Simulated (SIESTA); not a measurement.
## HfC under changes of volume

One of the cells (12.587 Å³/atom); the others are scaled copies at fixed shape and fractional positions:

```xyz
4
Lattice="3.3429 0.0000 0.0000 -1.6714 2.8950 0.0000 0.0000 0.0000 5.2027" Properties=species:S:1:pos:R:3 pbc="T T T"
Hf    0.0000    1.9300    1.3007
Hf    1.6714    0.9650    3.9020
C     0.0000    0.0000    2.6014
C     0.0000    0.0000    0.0000
```

The cell comes from a database or a generator and needn't be the stable form of this composition.

| Quantity | Value |
| --- | --- |
| Program | SIESTA 5.4.2 |
| Functional | LDA |
| Potentials or basis | PseudoDojo 0.4 standard (LDA files) |
| Basis | DZP (energy shift 0.003 Ry; two zetas on semicore shells) |
| Grid cutoff | 800 Ry |
| Energy shift | 0.003 Ry |
| k mesh | 9 × 9 × 5 |
| Occupations | fermi-dirac, width 0.05 eV |
| Spin | no spin polarisation |

```csv
volume (Å³/atom),energy over the lowest point (meV/atom),pressure (GPa)
11.832,2.18,4.3
12.084,0.00,-1.4
12.336,6.30,-6.5
12.587,20.26,-11.1
12.839,41.07,-15.3
13.091,?,?
13.343,100.56,-22.3
```

What does the run at 13.091 Å³/atom give?

Energy over the lowest point 68.04 meV/atom; pressure -19.0 GPa.

Worked out: A Birch-Murnaghan fit of order 3 (a polynomial in V^(-2/3)) to the other rows has its minimum at 12.02 Å³/atom with B0 = V·E''(V) = 266 GPa and B' = 4.2 at fixed shape and positions, which overstates the stiffness. It gives 68.06 meV/atom at 13.091 Å³/atom, against the run's 68.04, and -dE/dV = -19.0 GPa, against -19.0.

Energies are extrapolated to zero smearing.

Caveats: short orbitals over semicore shells can move pressures by several GPa; the basis of atomic orbitals isn't converged, which shifts pressures, moduli and gaps.
